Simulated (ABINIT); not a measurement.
A run of ABINIT 10.8.3 (patched build):

Contents of run.abi:

```
pp_dirpath "./"
pseudos "Pb.GGA_PBE-JTH.xml"

acell 6.5762469137 6.5762469137 10.5635690367
rprim
     1.0000000000     0.0000000000     0.0000000000
    -0.5000000000     0.8660254038     0.0000000000
     0.0000000000     0.0000000000     1.0000000000
ntypat 1
znucl 82
natom 2
typat 1 1
xred
     0.6783200000     0.3518530000     0.7463950000
     0.3425190000     0.6872000000     0.2562440000
chkprim 0
chksymtnons 0
tolsym 1.0e-6

ecut 22.0
pawecutdg 44.0

kptopt 1
ngkpt 9 9 5
nshiftk 1
shiftk 0.0 0.0 0.0

ixc 11

nband 18
occopt 3
tsmear 0.05 eV

nstep 100
tolvrs 1.0e-9

iomode 3
prtwf 0
prtden 0
prteig 0
prtebands 0
```

Potentials or basis: JTH PAW PBE v2.0.

The run is started by

```sh
$ abinit run.abi > log 2>&1
```

Hardware: 1 thread of Arm Neoverse V1, with other jobs on the host.

Task: Estimate the wall time of this run.

Result: Run time: 3.9 min on 1 thread of Arm Neoverse V1 (shared host), peak memory 0.32 GiB. Counts: scf iterations 11, mpi ranks 1, k points 203, bands 18, plane waves 1965.
